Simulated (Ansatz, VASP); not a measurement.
**TiB2 in VASP and in Ansatz**

```
Ti B
1.0
     3.03238    0.00000    0.00000
    -1.51619    2.62612    0.00000
     0.00000    0.00000    3.22384
Ti B
1 2
Cartesian
  0.0000 0.0000 0.0000
  0.0000 1.7507 1.6119
  1.5162 0.8754 1.6119
```

Alike in both runs: functional PBE; k mesh 15 × 15 × 14; occupations gaussian, width 0.1 eV; no spin polarisation.

Ansatz relaxed the structure, and its values are those at the end. VASP's run is a single point on that final structure, the one shown.

```csv
,VASP,Ansatz
version,VASP 6.6.1,Ansatz 0.2.0
potentials or method,"VASP PAW PBE potentials, release 64 (Ti_sv, B)","scalar-relativistic, plane waves, PAW"
plane-wave cutoff (eV),520,420
valence electrons in the cell,18,18
```

|  | VASP | Ansatz | Ansatz less VASP |
| --- | --- | --- | --- |
| gap on the k mesh at the Fermi level (eV) | none | none | - |
| pressure (GPa) | 0.2 | 0.0 | -0.21 |

A gap of «none» marks a metal or a gap that the smearing closes. The functional is the same, so the differences come from potentials, cutoffs and numerics.
